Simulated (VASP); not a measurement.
# C (P6/mmm) in VASP: notebook

Aim: see how the results for C move with the level of theory and the settings. Levels: PBE+D3(BJ), PBE+D4, PBE+TS, PBE+MBD, vdW-DF. Tasks: single point.

All numbers are computed with VASP 6.6.1; they aren't measurements. Logs are shortened: lines on timing, memory, paths and dates and some standing lists are left out, and cuts for length are marked.

## 1. The crystal as given

The structure is hexagonal, space group P6/mmm (No. 191). Conventional cell: a = 2.461 Å, b = 2.461 Å, c = 3.354 Å, α = 90.00°, β = 90.00°, γ = 120.00°. C (site symmetry -6m2) is surrounded by 3 C at 1.42 Å.

The cell was built by a generator and needn't be a form met in nature.

## 2. Single point, PBE+D3(BJ)

Input file INCAR:

```
  PREC = Accurate
  ENCUT = 520
  EDIFF = 1E-6
  ISMEAR = -1
  SIGMA = 0.05
  LREAL = False
  LASPH = True
  NELM = 100
  ALGO = Normal
  ISIF = 2
  LWAVE = False
  LCHARG = False
  GGA = PE
  IVDW = 12
```

Input file KPOINTS:

```
regular mesh
0
Gamma
  16 16 4
```

Input file POSCAR:

```
C
1.0
    2.4610000000      0.0000000000      0.0000000000
   -1.2305000000      2.1312885187      0.0000000000
    0.0000000000      0.0000000000      6.7080000000
C
4
Direct
    0.0000000000      0.0000000000      0.2500000000
    0.3333333333      0.6666666667      0.2500000000
    0.0000000000      0.0000000000      0.7500000000
    0.3333333333      0.6666666667      0.7500000000
```

Potentials or basis: VASP PAW PBE potentials, release 64 (C).

Run with:

```bash
cat potpaw_PBE.64/C/POTCAR > POTCAR
mpirun -np 1 vasp_std > vasp.out
```

OUTCAR:

```text
PREC = Accurate
   ENCUT = 520
   EDIFF = 1E-6
   ISMEAR = -1
   LREAL = False
   LASPH = True
   NELM = 100
   ISIF = 2
   GGA = PE
   IVDW = 12
 IVDW          = 12

 ion  position               nearest neighbor table
   1  0.000  0.000  0.250-   2 1.42   2 1.42   2 1.42
   2  0.333  0.667  0.250-   1 1.42   1 1.42   1 1.42
   3  0.000  0.000  0.750-   4 1.42   4 1.42   4 1.42
   4  0.333  0.667  0.750-   3 1.42   3 1.42   3 1.42

  LATTYP: Found a hexagonal cell.
 ALAT       =     2.4610000000
 C/A-ratio  =     2.7257212515

  Lattice vectors:

 A1 = (   2.4610000000,   0.0000000000,   0.0000000000)
 A2 = (  -1.2305000000,   2.1312885187,   0.0000000000)
 A3 = (   0.0000000000,   0.0000000000,   6.7080000000)

Analysis of symmetry for initial positions (statically):
=====================================================================
 Subroutine PRICEL returns following result:

  LATTYP: Found a hexagonal cell.
 ALAT       =     2.4610000000
 C/A-ratio  =     1.3628606258

  Lattice vectors:

 A1 = (   2.4610000000,   0.0000000000,   0.0000000000)
 A2 = (  -1.2305000000,   2.1312885187,   0.0000000000)
 A3 = (   0.0000000000,   0.0000000000,   3.3540000000)

   2 primitive cells build up your supercell.

 Routine SETGRP: Setting up the symmetry group for a
 hexagonal supercell.

 Subroutine GETGRP returns: Found 24 space group operations
 (whereof 12 operations were pure point group operations)
 out of a pool of 24 trial point group operations.

The static configuration has the point symmetry D_3h.
 The point group associated with its full space group is D_6h.

Analysis of symmetry for dynamics (positions and initial velocities):
=====================================================================
 Subroutine PRICEL returns following result:

  LATTYP: Found a hexagonal cell.
 ALAT       =     2.4610000000
 C/A-ratio  =     1.3628606258

  Lattice vectors:

 A1 = (   2.4610000000,   0.0000000000,   0.0000000000)
 A2 = (  -1.2305000000,   2.1312885187,   0.0000000000)
 A3 = (   0.0000000000,   0.0000000000,   3.3540000000)

   2 primitive cells build up your supercell.

 Routine SETGRP: Setting up the symmetry group for a
 hexagonal supercell.

 Subroutine GETGRP returns: Found 24 space group operations
[... 110 lines left out ...]
   ISIF   =      2    stress and relaxation
   ISYM   =      2    0-nonsym 1-usesym 2-fastsym
   POTIM  = 0.5000    time-step for ionic-motion
   TEBEG  =    0.0;   TEEND  =   0.0 temperature during run
   PSTRESS=    0.0 pullay stress
   NELECT =      16.0000    total number of electrons
   NUPDOWN=      -1.0000    fix difference up-down
   EMIN   =  10.00;   EMAX   =-10.00  energy-range for DOS
   EFERMI =   0.00;   METHOD = LEGACY
   ISMEAR =    -1;   SIGMA  =   0.05  broadening in eV -4-tet -1-fermi 0-gaus
   EFERMI_NEDOS =   21; number of points for ismear=-14 and -15
   IALGO  =     38    algorithm
   IMIX   =      4    mixing-type and parameters
     AMIX     =   0.40;   BMIX     =  1.00
     AMIX_MAG =   1.60;   BMIX_MAG =  1.00
  volume/ion in A,a.u.               =       8.80        59.36
  Fermi-wavevector in a.u.,A,eV,Ry     =   1.258923  2.379020 21.563700  1.584887
  Thomas-Fermi vector in A             =   2.392508
   LORBIT       =      0    0 simple, 1 ext, 2 COOP (PROOUT), +10 PAW based schemes
   GGA     = PE    functional components
   LHFCALC =     F    Hartree Fock is set to
   AEXX    =    0.0000 exact exchange contribution
   IVDW    =    12    specifies the selected vdW correction
   LEPSILON=     F    determine dielectric tensor
   LRPA    =     F    only Hartree local field effects (RPA)
 non-spin polarized calculation
  energy-cutoff  :      520.00
  volume of cell :       35.18
 maximum number of plane-waves:       979
   NGX =  9   NGY =  9   NGZ = 25

 number of electron      15.9999994 magnetization

 Free energy of the ion-electron system (eV)
  ---------------------------------------------------
  ext. energy  EPLUGINS =         0.00000000
  ---------------------------------------------------
  free energy    TOTEN  =       -36.78942117 eV

  energy without entropy =      -36.78824775  energy(sigma->0) =      -36.78883446

 E-fermi :   4.7711     XC(G=0): -10.3165

 val. band max:        4.7212404369   @ k =   0.3125   0.3125   0.0000
 cond. band min:       4.8440995028   @ k =   0.3125   0.3125   0.0000
 fundamental gap:      0.1228590659
 Fermi energy:         4.7711189728

 k-point     1 :       0.0000    0.0000    0.0000
  band No.  band energies     occupation
      1     -14.9645      2.00000
      2     -14.6621      2.00000
      3      -3.8300      2.00000
      4      -1.8487      2.00000
      5       1.7077      2.00000
      6       1.7077      2.00000
      7       1.7444      2.00000
      8       1.7444      2.00000
      9       9.0038      0.00000
     10      13.0573      0.00000
     11      13.0736      0.00000
     12      13.1613      0.00000
[... 331 lines left out ...]
 k-point    24 :       0.2500    0.1875    0.0000
  band No.  band energies     occupation
      1     -11.5844      2.00000
      2     -11.3388      2.00000
      3      -5.0566      2.00000
      4      -4.9171      2.00000
      5      -3.1933      2.00000
      6      -3.0939      2.00000
      7       0.1569      2.00000
      8       1.8553      2.00000
      9       8.2358      0.00000
     10       9.3953      0.00000
     11      13.1519      0.00000
     12      15.3277      0.00000

 [... further k-points ...]

------------------------ aborting loop because EDIFF is reached ----------------------------------------

 Edisp (eV)   -0.62553

 E8    (eV) :    -0.1772

  FORCE on cell =-STRESS in cart. coord.  units (eV):
  Direction    XX          YY          ZZ          XY          YZ          ZX
  --------------------------------------------------------------------------------------
  -------------------------------------------------------------------------------------
  Total       0.51192     0.51192     0.61162     0.00000     0.00000     0.00000
  in kB      23.31105    23.31105    27.85141     0.00000     0.00000     0.00000
  external pressure =       24.82 kB  Pullay stress =        0.00 kB

 VOLUME and BASIS-vectors are now :
 -----------------------------------------------------------------------------
  energy-cutoff  :      520.00
  volume of cell :       35.18
      direct lattice vectors                 reciprocal lattice vectors
     2.461000000  0.000000000  0.000000000     0.406338887  0.234599866  0.000000000
    -1.230500000  2.131288519  0.000000000     0.000000000  0.469199731  0.000000000
     0.000000000  0.000000000  6.708000000     0.000000000  0.000000000  0.149075730

 POSITION                                       TOTAL-FORCE (eV/Angst)
 -----------------------------------------------------------------------------------
      0.00000      0.00000      1.67700        -0.000000     -0.000000      0.000000
     -0.00000      1.42086      1.67700         0.000000      0.000000      0.000000
      0.00000      0.00000      5.03100        -0.000000     -0.000000      0.000000
     -0.00000      1.42086      5.03100         0.000000      0.000000      0.000000
 -----------------------------------------------------------------------------------
    total drift:                                0.000000     -0.000000     -0.000000

  FREE ENERGIE OF THE ION-ELECTRON SYSTEM (eV)
  ---------------------------------------------------
  free  energy   TOTEN  =       -37.4149555374 eV

  energy  without entropy=      -37.4137821112  energy(sigma->0) =      -37.41436882
```

Run time: 19 s. Hardware: 1 thread of Intel Xeon Platinum 8559C (Emerald Rapids), shared host; peak memory 0.16 GiB.

What came out:

| Property | Result |
| --- | --- |
| Free energy | -37.4150 eV |
| Pressure | 2.5 GPa |
| Band gap on the k mesh | 0.12 eV |
| Dispersion energy per atom | -0.156 eV |

## 3. Single point, PBE+D4

Edit INCAR of step 2 so:

```diff
@@ -13,2 +13,2 @@
   GGA = PE
-  IVDW = 12
+  IVDW = 13
```

KPOINTS is that of step 2.

POSCAR is that of step 2.

Potentials or basis: VASP PAW PBE potentials, release 64 (C).

Run with:

```bash
cat potpaw_PBE.64/C/POTCAR > POTCAR
mpirun -np 1 vasp_std > vasp.out
```

Wall time 20 s (1 thread of Intel Xeon Platinum 8559C (Emerald Rapids), shared host); peak memory 0.15 GiB.

It converged, with:

```
Free energy                : -37.4926 eV
Pressure                   : 0.6 GPa
Band gap on the k mesh     : 0.12 eV
Dispersion energy per atom : -0.176 eV
```

Stress tensor (GPa, compression positive):
```
-0.32  0.00  0.00
 0.00 -0.32  0.00
 0.00  0.00  2.38
```

Levels at points of the mesh, in eV from the valence-band top:
```
           k point  band 6  band 7  band 8  band 9  band 10  band 11
(0.00, 0.00, 0.00)   -3.01   -2.98   -2.98    4.28     8.34     8.35
(0.50, 0.00, 0.00)   -6.36   -3.04   -1.60    0.86     2.65     7.26
(0.00, 0.00, 0.50)   -3.00   -3.00   -3.00    6.93     6.93     8.39
(0.50, 0.00, 0.50)   -6.39   -2.37   -2.37    1.66     1.66     7.46
```

## 4. Single point, PBE+TS

Edit INCAR of step 3 so:

```diff
@@ -13,2 +13,2 @@
   GGA = PE
-  IVDW = 13
+  IVDW = 2
```

KPOINTS is that of step 3.

POSCAR is that of step 3.

Run with:

```bash
cat potpaw_PBE.64/C/POTCAR > POTCAR
mpirun -np 1 vasp_std > vasp.out
```

It took 17 s on 1 thread of Intel Xeon Platinum 8559C (Emerald Rapids), shared host; peak memory 0.15 GiB.

It converged, with:

| Quantity | Value |
| --- | --- |
| Free energy | -37.3549 eV |
| Pressure | 0.3 GPa |
| Band gap on the k mesh | 0.12 eV |
| Dispersion energy per atom | -0.141 eV |

Stress tensor (GPa, compression positive):
```
-0.82  0.00  0.00
 0.00 -0.82  0.00
 0.00  0.00  2.57
```

Levels at points of the mesh, in eV from the valence-band top:
```tsv
k point	band 5	band 6	band 7	band 8	band 9	band 10	band 11	band 12
(0.00, 0.00, 0.00)	-3.01	-3.01	-2.98	-2.98	4.28	8.34	8.35	8.44
(0.50, 0.00, 0.00)	-6.42	-6.36	-3.04	-1.60	0.86	2.65	7.26	7.66
(0.00, 0.00, 0.50)	-3.00	-3.00	-3.00	-3.00	6.93	6.93	8.39	8.39
(0.50, 0.00, 0.50)	-6.39	-6.39	-2.37	-2.37	1.66	1.66	7.46	7.46
```

A k mesh can miss the band edges. PBE gaps usually lie below the measured ones, often by a third to a half.

## 5. Single point, PBE+MBD

Edit INCAR of step 4 so:

```diff
@@ -13,2 +13,2 @@
   GGA = PE
-  IVDW = 2
+  IVDW = 202
```

KPOINTS is that of step 4.

POSCAR is that of step 4.

Potentials or basis: VASP PAW PBE potentials, release 64 (C).

Run with:

```bash
cat potpaw_PBE.64/C/POTCAR > POTCAR
mpirun -np 1 vasp_std > vasp.out
```

OUTCAR:

```text
PREC = Accurate
   ENCUT = 520
   EDIFF = 1E-6
   ISMEAR = -1
   LREAL = False
   LASPH = True
   NELM = 100
   ISIF = 2
   GGA = PE
   IVDW = 202
  IVDW = 202

 ion  position               nearest neighbor table
   1  0.000  0.000  0.250-   2 1.42   2 1.42   2 1.42
   2  0.333  0.667  0.250-   1 1.42   1 1.42   1 1.42
   3  0.000  0.000  0.750-   4 1.42   4 1.42   4 1.42
   4  0.333  0.667  0.750-   3 1.42   3 1.42   3 1.42

  LATTYP: Found a hexagonal cell.
 ALAT       =     2.4610000000
 C/A-ratio  =     2.7257212515

  Lattice vectors:

 A1 = (   2.4610000000,   0.0000000000,   0.0000000000)
 A2 = (  -1.2305000000,   2.1312885187,   0.0000000000)
 A3 = (   0.0000000000,   0.0000000000,   6.7080000000)

Analysis of symmetry for initial positions (statically):
=====================================================================
 Subroutine PRICEL returns following result:

  LATTYP: Found a hexagonal cell.
 ALAT       =     2.4610000000
 C/A-ratio  =     1.3628606258

  Lattice vectors:

 A1 = (   2.4610000000,   0.0000000000,   0.0000000000)
 A2 = (  -1.2305000000,   2.1312885187,   0.0000000000)
 A3 = (   0.0000000000,   0.0000000000,   3.3540000000)
[... 542 lines left out ...]
      4      -4.9171      2.00000
      5      -3.1933      2.00000
      6      -3.0939      2.00000
      7       0.1569      2.00000
      8       1.8553      2.00000
      9       8.2358      0.00000
     10       9.3953      0.00000
     11      13.1519      0.00000
     12      15.3277      0.00000

 [... further k-points ...]

------------------------ aborting loop because EDIFF is reached ----------------------------------------

  Hirshfeld charges:
            ion         q(e)
   ------------------------------
      1     C       -0.00000000
      2     C        0.00000000
      3     C       -0.00000000
      4     C        0.00000000

  Tkatchenko/Scheffler method for vdW energy calculation

  Edisp (eV):   -0.58479

  FORCE on cell =-STRESS in cart. coord.  units (eV):
  Direction    XX          YY          ZZ          XY          YZ          ZX
  --------------------------------------------------------------------------------------
  -------------------------------------------------------------------------------------
  Total       0.04517     0.04517     0.73584     0.00000     0.00000     0.00000
  in kB       2.05702     2.05702    33.50785     0.00000     0.00000     0.00000
  external pressure =       12.54 kB  Pullay stress =        0.00 kB

 VOLUME and BASIS-vectors are now :
 -----------------------------------------------------------------------------
  energy-cutoff  :      520.00
  volume of cell :       35.18
      direct lattice vectors                 reciprocal lattice vectors
     2.461000000  0.000000000  0.000000000     0.406338887  0.234599866  0.000000000
    -1.230500000  2.131288519  0.000000000     0.000000000  0.469199731  0.000000000
     0.000000000  0.000000000  6.708000000     0.000000000  0.000000000  0.149075730

 POSITION                                       TOTAL-FORCE (eV/Angst)
 -----------------------------------------------------------------------------------
      0.00000      0.00000      1.67700         0.000000     -0.000000     -0.000000
     -0.00000      1.42086      1.67700        -0.000000      0.000000      0.000000
      0.00000      0.00000      5.03100         0.000000     -0.000000     -0.000000
     -0.00000      1.42086      5.03100        -0.000000      0.000000      0.000000
 -----------------------------------------------------------------------------------
    total drift:                                0.000000     -0.000000     -0.000000

  FREE ENERGIE OF THE ION-ELECTRON SYSTEM (eV)
  ---------------------------------------------------
  free  energy   TOTEN  =       -37.3742134032 eV

  energy  without entropy=      -37.3730399770  energy(sigma->0) =      -37.37362669
```

stdout:

```text
POSCAR found type information on POSCAR C
 POSCAR found :  1 types and       4 ions
 scaLAPACK will be used
 LDA part: xc-table for (Slater+PW92), standard interpolation
 POSCAR, INCAR and KPOINTS ok, starting setup
 FFT: planning ... GRIDC
 FFT: planning ... GRID_SOFT
 FFT: planning ... GRID
 WAVECAR not read
 entering main loop
 augmentation electrons   16.0136844823585
 total        electrons   16.0136844823585
 augmentation electrons   8.34170260054400
 total        electrons   8.34170260054400
 augmentation electrons  0.400184354275181
 soft         electrons   15.6134995143072
 total        electrons   16.0136838685824
 translations:           3           3           1
```

Run time: 48 s. Hardware: 1 thread of Intel Xeon Platinum 8559C (Emerald Rapids), shared host; peak memory 0.15 GiB.

What came out:

```yaml
Free_energy: -37.3742 eV
Pressure: 1.3 GPa
Band_gap_on_the_k_mesh: 0.12 eV
Dispersion_energy_per_atom: -0.146 eV
```

Levels at points of the mesh, in eV from the valence-band top:
| k point | band 6 | band 7 | band 8 | band 9 | band 10 | band 11 |
| --- | --- | --- | --- | --- | --- | --- |
| (0.00, 0.00, 0.00) | -3.01 | -2.98 | -2.98 | 4.28 | 8.34 | 8.35 |
| (0.50, 0.00, 0.00) | -6.36 | -3.04 | -1.60 | 0.86 | 2.65 | 7.26 |
| (0.00, 0.00, 0.50) | -3.00 | -3.00 | -3.00 | 6.93 | 6.93 | 8.39 |
| (0.50, 0.00, 0.50) | -6.39 | -2.37 | -2.37 | 1.66 | 1.66 | 7.46 |

A k mesh can miss the band edges.

## 6. Single point, vdW-DF

Edit INCAR of step 5 so:

```diff
@@ -12,3 +12,4 @@
   LCHARG = False
-  GGA = PE
-  IVDW = 202
+  GGA = RE
+  LUSE_VDW = True
+  AGGAC = 0.0
```

KPOINTS is that of step 5.

POSCAR is that of step 5.

Potentials or basis: VASP PAW PBE potentials, release 64 (C).

Run with:

```bash
cat potpaw_PBE.64/C/POTCAR > POTCAR
mpirun -np 1 vasp_std > vasp.out
```

OUTCAR:

```text
PREC = Accurate
   ENCUT = 520
   EDIFF = 1E-6
   ISMEAR = -1
   LREAL = False
   LASPH = True
   NELM = 100
   ISIF = 2
   GGA = RE

 ion  position               nearest neighbor table
   1  0.000  0.000  0.250-   2 1.42   2 1.42   2 1.42
   2  0.333  0.667  0.250-   1 1.42   1 1.42   1 1.42
   3  0.000  0.000  0.750-   4 1.42   4 1.42   4 1.42
   4  0.333  0.667  0.750-   3 1.42   3 1.42   3 1.42

  LATTYP: Found a hexagonal cell.
 ALAT       =     2.4610000000
 C/A-ratio  =     2.7257212515

[... 578 lines left out ...]
  Direction    XX          YY          ZZ          XY          YZ          ZX
  --------------------------------------------------------------------------------------
  -------------------------------------------------------------------------------------
  Total        1.7652702      1.7652702      1.1232342      0.0000000      0.0000000      0.0000000
  in kB       80.3849705     80.3849705     51.1486263      0.0000000      0.0000000      0.0000000
  external PRESSURE =      70.6395224 kB  Pullay stress =       0.0000000 kB

 VOLUME and BASIS-vectors are now :
 -----------------------------------------------------------------------------
  energy-cutoff  :      520.00
  volume of cell :       35.18
      direct lattice vectors                 reciprocal lattice vectors
     2.461000000  0.000000000  0.000000000     0.406338887  0.234599866  0.000000000
    -1.230500000  2.131288519  0.000000000     0.000000000  0.469199731  0.000000000
     0.000000000  0.000000000  6.708000000     0.000000000  0.000000000  0.149075730

 POSITION                                       TOTAL-FORCE (eV/Angst)
 -----------------------------------------------------------------------------------
      0.00000      0.00000      1.67700         0.000000      0.000000      0.000000
     -0.00000      1.42086      1.67700        -0.000000     -0.000000      0.000000
      0.00000      0.00000      5.03100        -0.000000      0.000000      0.000000
     -0.00000      1.42086      5.03100         0.000000     -0.000000      0.000000
 -----------------------------------------------------------------------------------
    total drift:                                0.000000     -0.000000     -0.000000

  FREE ENERGIE OF THE ION-ELECTRON SYSTEM (eV)
  ---------------------------------------------------
  free  energy   TOTEN  =       -29.9908539817 eV

  energy  without entropy=      -29.9896790588  energy(sigma->0) =      -29.99026652

Total vdW correction in eV:      2.2326309
```

It took 38 s on 1 thread of Intel Xeon Platinum 8559C (Emerald Rapids), shared host; peak memory 0.29 GiB.

What came out:

```yaml
Free_energy: -29.9909 eV
Pressure: 7.1 GPa
Band_gap_on_the_k_mesh: 0.12 eV
```

Stress tensor (GPa, compression positive):
```
8.04 0.00 0.00
0.00 8.04 0.00
0.00 0.00 5.11
```

Caveat: the PAW data sets were made with another functional, which shifts forces and pressure a little. A k mesh can miss the band edges.

## 7. Summary

| level | gap on the mesh (eV) | pressure (GPa) |
| --- | --- | --- |
| PBE+D3(BJ) | 0.12 | 2.5 |
| PBE+D4 | 0.12 | 0.6 |
| PBE+TS | 0.12 | 0.3 |
| PBE+MBD | 0.12 | 1.3 |
| vdW-DF | 0.12 | 7.1 |

Alike in all rows: task single point; potentials or basis VASP PAW PBE potentials, release 64 (C); no spin polarisation; cell as given; k mesh 16 × 16 × 4; cutoff (eV) 520; smearing fermi-dirac 0.05 eV.

On the cell as given the gap runs from 0.12 eV (PBE+D3(BJ)) to 0.12 eV (vdW-DF). The pressure there spans 0.3 GPa (PBE+TS) to 7.1 GPa (vdW-DF); a positive pressure means that this level wants a larger cell, a negative one a smaller.

Caveats: the PAW data sets were made with another functional, which shifts forces and pressure a little (some runs).

Total energies depend on the potentials used, so only differences within one code and one set of settings carry meaning.
